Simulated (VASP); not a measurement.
# Al in VASP: further runs

One slab, Al, is run at these levels: PBE, RPBE, RPBE+D3, RPBE+D3(BJ), RPBE+D4; tasks: relaxation of the atoms.

Everything below comes from runs of VASP 6.6.1. Logs are shortened: lines on timing, memory, paths and dates and some standing lists are left out, and cuts for length are marked.

## 1. The slab as given

The cell holds a slab with vacuum, 6 atoms: a = 2.827 Å, b = 2.827 Å, c = 26.482 Å, α = 90.00°, β = 90.00°, γ = 120.00°.

The slab is cut from a database's or a generator's crystal, which needn't be the stable form of the element.

## 2. Relaxation of the atoms, PBE

Input file INCAR:

```
SYSTEM = Al
ALGO     = Fast           ! electronic algorithm
DIPOL    = 0.5 0.5 0.500
EDIFF    = 1E-6           ! SCF threshold, eV
EDIFFG   = -0.02          ! ionic threshold
ENCUT    = 600            ! plane-wave cutoff, eV
GGA      = PE             ! functional
IBRION   = 2              ! ionic algorithm
IDIPOL   = 3            
ISIF     = 2              ! what is computed and relaxed
ISMEAR   = -1             ! smearing method
LASPH    = .True.         ! aspherical terms in the spheres
LCHARG   = .False.        ! write CHGCAR
LDIPOL   = .True.       
LREAL    = .False.        ! projectors in reciprocal space
LWAVE    = .False.        ! write WAVECAR
NELM     = 100            ! most SCF steps
NSW      = 60             ! ionic steps
PREC     = Accurate       ! precision mode
SIGMA    = 0.05           ! smearing width, eV
```

Input file KPOINTS:

```
k-points
0
Gamma
  8 8 1
  0 0 0
```

Input file POSCAR:

```
Al
1.0
    2.8270770242      0.0000000000      0.0000000000
   -1.4135385121      2.4483205214      0.0000000000
    0.0000000000      0.0000000000     26.4824913375
Al
6
Selective dynamics
Direct
    0.6666666700      0.3333333400      0.2832059833  F F F
    0.0000000000      0.0000000000      0.3699235900  F F F
    0.3333333300      0.6666666600      0.4566411967  F F F
    0.0000000000      0.0000000000      0.5433588033  T T T
    0.6666666700      0.3333333400      0.6300764100  T T T
    0.0000000000      0.0000000000      0.7167940167  T T T
```

Potentials or basis: VASP PAW PBE potentials, release 54 (Al).

Launch:

```console
> cat potpaw_PBE.54/Al/POTCAR > POTCAR
> mpirun -np 1 vasp_std > vasp.out
```

OUTCAR:

```text
SYSTEM = Al
   EDIFF = 1E-6
   EDIFFG = -0.02
   ENCUT = 600
   GGA = PE
   IBRION = 2
   ISIF = 2
   ISMEAR = -1
   LASPH = .True.
   LREAL = .False.
   NELM = 100
   NSW = 60
   PREC = Accurate

 ion  position               nearest neighbor table
   1  0.667  0.333  0.283-   2 2.82   2 2.82   2 2.82
   2  0.000  0.000  0.370-   3 2.82   1 2.82   1 2.82   3 2.82   1 2.82   3 2.82
   3  0.333  0.667  0.457-   4 2.82   2 2.82   4 2.82   4 2.82   2 2.82   2 2.82
   4  0.000  0.000  0.543-   3 2.82   5 2.82   3 2.82   3 2.82   5 2.82   5 2.82
   5  0.667  0.333  0.630-   4 2.82   6 2.82   4 2.82   6 2.82   4 2.82   6 2.82
   6  0.000  0.000  0.717-   5 2.82   5 2.82   5 2.82

  LATTYP: Found a hexagonal cell.
 ALAT       =     2.8270770242
 C/A-ratio  =     9.3674459913

  Lattice vectors:

 A1 = (   2.8270770242,   0.0000000000,   0.0000000000)
 A2 = (  -1.4135385121,   2.4483205214,   0.0000000000)
 A3 = (   0.0000000000,   0.0000000000,  26.4824913375)

Analysis of symmetry for initial positions (statically):
=====================================================================
 Subroutine PRICEL returns:
 Original cell was already a primitive cell.

 Routine SETGRP: Setting up the symmetry group for a
 hexagonal supercell.

 Subroutine GETGRP returns: Found  6 space group operations
 (whereof  6 operations were pure point group operations)
 out of a pool of 24 trial point group operations.

The static configuration has the point symmetry C_3v.

Analysis of symmetry for dynamics (positions and initial velocities):
=====================================================================
 Subroutine PRICEL returns:
 Original cell was already a primitive cell.

 Routine SETGRP: Setting up the symmetry group for a
 hexagonal supercell.

 Subroutine GETGRP returns: Found  6 space group operations
 (whereof  6 operations were pure point group operations)
 out of a pool of 24 trial point group operations.

The dynamic configuration has the point symmetry C_3v.

Analysis of constrained symmetry for selective dynamics:
=====================================================================
 Subroutine PRICEL returns:
 Original cell was already a primitive cell.

 Routine SETGRP: Setting up the symmetry group for a
 hexagonal supercell.

 Subroutine GETGRP returns: Found  6 space group operations
 (whereof  6 operations were pure point group operations)
 out of a pool of 24 trial point group operations.

The constrained configuration has the point symmetry C_3v.

 Subroutine INISYM returns: Found  6 space group operations
 (whereof  6 operations are pure point group operations),
 and found     1 'primitive' translations

----------------------------------------------------------------------------------------

                                     Primitive cell

  volume of cell :     183.3010

  direct lattice vectors                    reciprocal lattice vectors
     2.827077024  0.000000000  0.000000000     0.353722234  0.204221627  0.000000000
    -1.413538512  2.448320521  0.000000000     0.000000000  0.408443254  0.000000000
     0.000000000  0.000000000 26.482491338     0.000000000  0.000000000  0.037760798

  length of vectors
     2.827077024  2.827077024 26.482491338     0.408443254  0.408443254  0.037760798

  position of ions in fractional coordinates (direct lattice)
     0.666666670  0.333333340  0.283205983
     0.000000000  0.000000000  0.369923590
     0.333333330  0.666666660  0.456641197
     0.000000000  0.000000000  0.543358803
     0.666666670  0.333333340  0.630076410
     0.000000000  0.000000000  0.716794017

  ion indices of the primitive-cell ions
   primitive index   ion index
                 1           1
                 2           2
                 3           3
                 4           4
                 5           5
                 6           6

----------------------------------------------------------------------------------------

 KPOINTS: k-points

Automatic generation of k-mesh.
 Grid dimensions read from file:
[... 53 lines left out ...]
  --------------------------------------------------------------------------------------
  -------------------------------------------------------------------------------------
  Total        0.0839608      0.0839608      2.7814826      0.0000000      0.0000000      0.0000000
  in kB        0.7338759      0.7338759     24.3120838      0.0000000      0.0000000      0.0000000
  external PRESSURE =       8.5932786 kB  Pullay stress =       0.0000000 kB
[... 101 lines left out ...]
  FREE ENERGIE OF THE ION-ELECTRON SYSTEM (eV)
  ---------------------------------------------------
  free  energy   TOTEN  =       -21.6857258903 eV

  energy  without entropy=      -21.6689308765  energy(sigma->0) =      -21.67732838

 dipolmoment           0.000000      0.000000      0.010933 electrons x Angstroem

[... ionic steps 4 to 8 ...]

--------------------------------------- Ionic step        9  -------------------------------------------

 number of electron      18.0000000 magnetization

------------------------ aborting loop because EDIFF is reached ----------------------------------------

 vacuum level on the upper side and lower side of the slab       (xc-potential included)        -0.090         0.014

  FORCE on cell =-STRESS in cart. coord.  units (eV):
  Direction    XX          YY          ZZ          XY          YZ          ZX
  --------------------------------------------------------------------------------------
  -------------------------------------------------------------------------------------
  Total        0.0899383      0.0899383      0.7022262      0.0000000     -0.0000000      0.0000000
  in kB        0.7861234      0.7861234      6.1379427      0.0000000     -0.0000000      0.0000000
  external PRESSURE =       2.5700631 kB  Pullay stress =       0.0000000 kB
[... 67 lines left out ...]
--------------------------------------- Ionic step       11  -------------------------------------------

 number of electron      18.0000000 magnetization

 dipolmoment           0.000000      0.000000     -0.001971 electrons x Angstroem

 Free energy of the ion-electron system (eV)
  ---------------------------------------------------
  ext. energy  EPLUGINS =         0.00000000
  ---------------------------------------------------
  free energy    TOTEN  =       -21.70682092 eV

  energy without entropy =      -21.68883493  energy(sigma->0) =      -21.69782793

 E-fermi :   2.6542     XC(G=0):  -6.1424

 val. band max:        2.3004807719   @ k =   0.2500   0.2500   0.0000
 cond. band min:       2.7260873439   @ k =   0.3750   0.2500   0.0000
 fundamental gap:      0.4256065720
 Fermi energy:         2.6541840883

 k-point     1 :       0.0000    0.0000    0.0000
  band No.  band energies     occupation
      1      -8.5677      2.00000
      2      -8.1183      2.00000
      3      -7.2514      2.00000
      4      -6.2223      2.00000
      5      -4.7693      2.00000
      6      -3.1166      2.00000
      7      -1.3636      2.00000
      8       0.6912      2.00000
      9       2.8277      0.06030
     10       4.7146      0.00000
     11       5.8947      0.00000
     12       6.8200      0.00000
     13       7.0088      0.00000
[... 132 lines left out ...]
      2      -1.4154      2.00000
      3      -1.0639      2.00000
      4      -1.0057      2.00000
      5      -0.3020      2.00000
      6      -0.2069      2.00000
      7       0.7973      2.00000
      8       0.9118      2.00000
      9       1.3926      2.00000
     10       1.6255      2.00000
     11       2.1425      1.99993
     12       2.7261      0.38369
     13       2.8081      0.08806

------------------------ aborting loop because EDIFF is reached ----------------------------------------

 vacuum level on the upper side and lower side of the slab       (xc-potential included)        -0.224        -0.143

  FORCE on cell =-STRESS in cart. coord.  units (eV):
  Direction    XX          YY          ZZ          XY          YZ          ZX
  --------------------------------------------------------------------------------------
  -------------------------------------------------------------------------------------
  Total        0.0965358      0.0965358      0.6851350      0.0000000      0.0000000     -0.0000000
  in kB        0.8437895      0.8437895      5.9885540      0.0000000      0.0000000     -0.0000000
  external PRESSURE =       2.5587110 kB  Pullay stress =       0.0000000 kB
[... 21 lines left out ...]
  FREE ENERGIE OF THE ION-ELECTRON SYSTEM (eV)
  ---------------------------------------------------
  free  energy   TOTEN  =       -21.7068209201 eV

  energy  without entropy=      -21.6888349345  energy(sigma->0) =      -21.69782793

 reached required accuracy - stopping structural energy minimisation

 vacuum level on the upper side and lower side of the slab         6.284         6.357
```

It took 4.7 min on 1 thread of Intel Xeon Platinum 8488C (Sapphire Rapids), shared host; peak memory 0.34 GiB.

Results:

| Property | Result |
| --- | --- |
| Free energy | -21.7068 eV |
| Energy gained by relaxing | 5.2 meV/atom |
| Ionic steps | 11 |
| Band gap on the k mesh | none (metal or under the smearing width) |

Step by step:
```
step  energy change (eV)  largest force (eV/Å)  pressure (GPa)
   1              0.0000                0.2914            0.86
   2             -0.0053                0.2320            0.82
   3             -0.0102                0.2159            0.73
   4             -0.0138                0.2007            0.67
   5             -0.0215                0.1695            0.50
   6             -0.0239                0.1566            0.18
   7             -0.0249                0.1468            0.28
   8             -0.0293                0.1488            0.26
   9             -0.0309                0.1502            0.26
  10             -0.0312                0.1478            0.26
  11             -0.0313                0.1481            0.26
```

Final structure:
```
Al
1.0
     2.82708    0.00000    0.00000
    -1.41354    2.44832    0.00000
     0.00000    0.00000   26.48249
Al
6
Cartesian
  1.4135 0.8161 7.5000
  0.0000 0.0000 9.7965
  0.0000 1.6322 12.0930
  0.0000 0.0000 14.4953
  1.4135 0.8161 16.8143
  0.0000 0.0000 19.1873
```

## 3. Relaxation of the atoms, RPBE

Input file INCAR:

```
  PREC = Accurate
  ENCUT = 520
  EDIFF = 1E-7
  ISMEAR = -1
  SIGMA = 0.05
  LREAL = F
  LASPH = T
  NELM = 100
  ALGO = Normal
  ISIF = 2
  LWAVE = F
  LCHARG = F
  LDIPOL = T
  IDIPOL = 3
  DIPOL = 0.5 0.5 0.500
  GGA = RP
  IBRION = 2
  NSW = 40
  EDIFFG = -0.01
```

Input file KPOINTS:

```
regular mesh
0
Gamma
  8 8 1
```

POSCAR is that of step 2.

Potentials or basis: VASP PAW PBE potentials, release 64 (Al).

Launch:

```console
> cat potpaw_PBE.64/Al/POTCAR > POTCAR
> mpirun -np 1 vasp_std > vasp.out
```

Run time: 6.1 min. Hardware: 1 thread of Intel Xeon Platinum 8259CL at 2.50GHz (Skylake/Cascade Lake), shared host; peak memory 0.33 GiB.

Results (log left out):

| Property | Result |
| --- | --- |
| Free energy | -20.3291 eV |
| Energy gained by relaxing | 7.5 meV/atom |
| Ionic steps | 12 |
| Band gap on the k mesh | none (metal or under the smearing width) |

The path:
| step | energy change (eV) | largest force (eV/Å) | pressure (GPa) |
| --- | --- | --- | --- |
| 1 | 0.0000 | 0.3581 | 1.56 |
| 2 | -0.0070 | 0.2845 | 1.51 |
| 3 | -0.0143 | 0.2571 | 1.40 |
| 4 | -0.0195 | 0.2505 | 1.33 |
| 5 | -0.0302 | 0.2315 | 1.13 |
| 6 | -0.0326 | 0.2971 | 0.77 |
| 7 | -0.0344 | 0.2340 | 0.90 |
| 8 | -0.0402 | 0.2034 | 0.83 |
| 9 | -0.0443 | 0.1920 | 0.70 |
| 10 | -0.0452 | 0.1960 | 0.71 |
| 11 | -0.0452 | 0.1957 | 0.71 |
| 12 | -0.0453 | 0.1961 | 0.72 |

Final structure:
```
Al
1.0
     2.82708    0.00000    0.00000
    -1.41354    2.44832    0.00000
     0.00000    0.00000   26.48249
Al
6
Cartesian
  1.4135 0.8161 7.5000
  0.0000 0.0000 9.7965
  0.0000 1.6322 12.0930
  0.0000 0.0000 14.5227
  1.4135 0.8161 16.8670
  0.0000 0.0000 19.2613
```

Levels at points of the mesh, in eV from the Fermi level:
| k point | band 7 | band 8 | band 9 | band 10 | band 11 | band 12 |
| --- | --- | --- | --- | --- | --- | --- |
| (0.00, 0.00, 0.00) | -4.05 | -2.02 | 0.11 | 1.98 | 3.11 | 4.00 |
| (0.50, 0.00, 0.00) | -2.87 | -2.79 | -1.63 | -1.20 | 0.09 | 0.29 |

Caveat: the PAW data sets were made with another functional, which shifts forces and pressure a little.

## 4. Relaxation of the atoms, RPBE+D3

INCAR, as its differences from that of step 3:

```diff
@@ -16,2 +16,3 @@
   GGA = RP
+  IVDW = 11
   IBRION = 2
```

KPOINTS is that of step 3.

POSCAR is that of step 3.

Launch:

```console
> cat potpaw_PBE.64/Al/POTCAR > POTCAR
> mpirun -np 1 vasp_std > vasp.out
```

Run time: 5.5 min. Hardware: 1 thread of Intel Xeon Platinum 8259CL at 2.50GHz (Skylake/Cascade Lake), shared host; peak memory 0.33 GiB.

It converged, with:

```
Free energy                : -21.5551 eV
Energy gained by relaxing  : 3.6 meV/atom
Ionic steps                : 12
Band gap on the k mesh     : none (metal or under the smearing width)
Dispersion energy per atom : -0.205 eV
```

The path:
```csv
step,energy change (eV),largest force (eV/Å),pressure (GPa)
1,0.0000,0.2859,0.19
2,-0.0055,0.2158,0.15
3,-0.0091,0.1925,0.09
4,-0.0108,0.1889,0.05
5,-0.0145,0.1780,-0.05
6,-0.0159,0.1825,-0.25
7,-0.0163,0.1632,-0.19
8,-0.0184,0.1589,-0.23
9,-0.0212,0.1461,-0.34
10,-0.0216,0.1488,-0.33
11,-0.0216,0.1486,-0.33
12,-0.0216,0.1489,-0.33
```

Final structure:
```yaml
crystal:
  lattice:
    - [2.82708, 0.00000, 0.00000]
    - [-1.41354, 2.44832, 0.00000]
    - [0.00000, 0.00000, 26.48249]
  atoms:
    - { symbol: Al, position: [0.66667, 0.33333, 0.28321] }
    - { symbol: Al, position: [0.00000, 0.00000, 0.36992] }
    - { symbol: Al, position: [0.33333, 0.66667, 0.45664] }
    - { symbol: Al, position: [0.00000, 0.00000, 0.54627] }
    - { symbol: Al, position: [0.66667, 0.33333, 0.63345] }
    - { symbol: Al, position: [0.00000, 0.00000, 0.72322] }
```

Levels at points of the mesh, in eV from the Fermi level:
```csv
k point,band 6,band 7,band 8,band 9,band 10,band 11,band 12,band 13
"(0.00, 0.00, 0.00)",-5.73,-4.02,-1.92,0.21,2.09,3.18,4.08,4.40
"(0.50, 0.00, 0.00)",-3.95,-2.87,-2.79,-1.64,-1.20,0.16,0.35,1.63
```

Caveat: the PAW data sets were made with another functional, which shifts forces and pressure a little.

## 5. Relaxation of the atoms, RPBE+D3(BJ)

INCAR, as its differences from that of step 4:

```diff
@@ -16,3 +16,3 @@
   GGA = RP
-  IVDW = 11
+  IVDW = 12
   IBRION = 2
```

KPOINTS is that of step 4.

POSCAR is that of step 4.

Launch:

```console
> cat potpaw_PBE.64/Al/POTCAR > POTCAR
> mpirun -np 1 vasp_std > vasp.out
```

Run time: 9.4 min. Hardware: 1 thread of Intel Xeon Platinum 8259CL at 2.50GHz (Skylake/Cascade Lake), shared host; peak memory 0.33 GiB.

Results (log left out):

- Free energy: -30.3206 eV
- Energy gained by relaxing: 19.4 meV/atom
- Ionic steps: 17
- Band gap on the k mesh: none (metal or under the smearing width)
- Dispersion energy per atom: -1.722 eV

Step by step:
```csv
step,energy change (eV),largest force (eV/Å),pressure (GPa)
1,0.0000,0.5307,-8.16
2,-0.0125,0.5229,-8.07
3,-0.0379,0.4994,-7.81
4,-0.0272,0.8028,-7.14
5,-0.0440,0.4821,-7.59
6,-0.0589,0.4639,-7.47
7,-0.0789,0.5430,-7.06
8,-0.0886,0.4471,-7.00
9,-0.1076,0.5535,-6.79
10,-0.0973,0.9568,-6.23
11,-0.1120,0.6687,-6.63
12,-0.1121,0.6861,-6.60
13,-0.1137,0.6841,-6.53
14,-0.1156,0.6815,-6.35
15,-0.1157,0.6814,-6.32
16,-0.1164,0.7108,-6.25
17,-0.1164,0.7051,-6.27
```

Final structure:
```
Al
1.0
     2.82708    0.00000    0.00000
    -1.41354    2.44832    0.00000
     0.00000    0.00000   26.48249
Al
6
Cartesian
  1.4135 0.8161 7.5000
  0.0000 0.0000 9.7965
  0.0000 1.6322 12.0930
  0.0000 0.0000 14.2251
  1.4135 0.8161 16.3365
  0.0000 0.0000 18.5236
```

Levels at points of the mesh, in eV from the Fermi level:
```tsv
k point	band 7	band 8	band 9	band 10	band 11	band 12
(0.00, 0.00, 0.00)	-3.63	-1.19	0.97	2.80	3.66	4.62
(0.50, 0.00, 0.00)	-2.74	-2.61	-1.42	-1.01	0.70	0.81
```

Caveat: the PAW data sets were made with another functional, which shifts forces and pressure a little.

## 6. Relaxation of the atoms, RPBE+D4

INCAR, as its differences from that of step 5:

```diff
@@ -16,3 +16,3 @@
   GGA = RP
-  IVDW = 12
+  IVDW = 13
   IBRION = 2
```

KPOINTS is that of step 5.

POSCAR is that of step 5.

Potentials or basis: VASP PAW PBE potentials, release 64 (Al).

Launch:

```console
> cat potpaw_PBE.64/Al/POTCAR > POTCAR
> mpirun -np 1 vasp_std > vasp.out
```

Run time: 4.2 min. Hardware: 1 thread of Intel Xeon Platinum 8259CL at 2.50GHz (Skylake/Cascade Lake), shared host; peak memory 0.32 GiB.

It converged, with:

* Free energy: -23.8476 eV
* Energy gained by relaxing: 1.0 meV/atom
* Ionic steps: 11
* Band gap on the k mesh: none (metal or under the smearing width)
* Dispersion energy per atom: -0.590 eV

The path:
```
step  energy change (eV)  largest force (eV/Å)  pressure (GPa)
   1              0.0000                0.1861           -1.25
   2             -0.0033                0.1408           -1.27
   3             -0.0047                0.1156           -1.29
   4             -0.0047                0.1120           -1.29
   5             -0.0049                0.1116           -1.30
   6             -0.0054                0.1108           -1.34
   7             -0.0058                0.1092           -1.40
   8             -0.0060                0.1084           -1.41
   9             -0.0063                0.1075           -1.44
  10             -0.0063                0.1075           -1.44
  11             -0.0063                0.1078           -1.45
```

Final structure:
```
Al
1.0
     2.82708    0.00000    0.00000
    -1.41354    2.44832    0.00000
     0.00000    0.00000   26.48249
Al
6
Direct
  0.66667 0.33333 0.28321
  0.00000 0.00000 0.36992
  0.33333 0.66667 0.45664
  0.00000 0.00000 0.54486
  0.66667 0.33333 0.63091
  0.00000 0.00000 0.71930
```

Levels at points of the mesh, in eV from the Fermi level:
| k point | band 7 | band 8 | band 9 | band 10 | band 11 | band 12 |
| --- | --- | --- | --- | --- | --- | --- |
| (0.00, 0.00, 0.00) | -3.97 | -1.81 | 0.33 | 2.21 | 3.26 | 4.17 |
| (0.50, 0.00, 0.00) | -2.86 | -2.77 | -1.61 | -1.18 | 0.24 | 0.42 |

Caveat: the PAW data sets were made with another functional, which shifts forces and pressure a little.

## 7. Summary

| level | potentials or basis | cutoff (eV) | gap on the mesh (eV) |
| --- | --- | --- | --- |
| PBE | VASP PAW PBE potentials, release 54 (Al) | 600 | none |
| RPBE | VASP PAW PBE potentials, release 64 (Al) | 520 | none |
| RPBE+D3 | VASP PAW PBE potentials, release 64 (Al) | 520 | none |
| RPBE+D3(BJ) | VASP PAW PBE potentials, release 64 (Al) | 520 | none |
| RPBE+D4 | VASP PAW PBE potentials, release 64 (Al) | 520 | none |

Alike in all rows: task relaxation of the atoms; no spin polarisation; cell atoms relaxed; k mesh 8 × 8 × 1; smearing fermi-dirac 0.05 eV.

Caveats: the PAW data sets were made with another functional, which shifts forces and pressure a little (some runs).

Absolute energies hang on the potentials; compare differences alone.
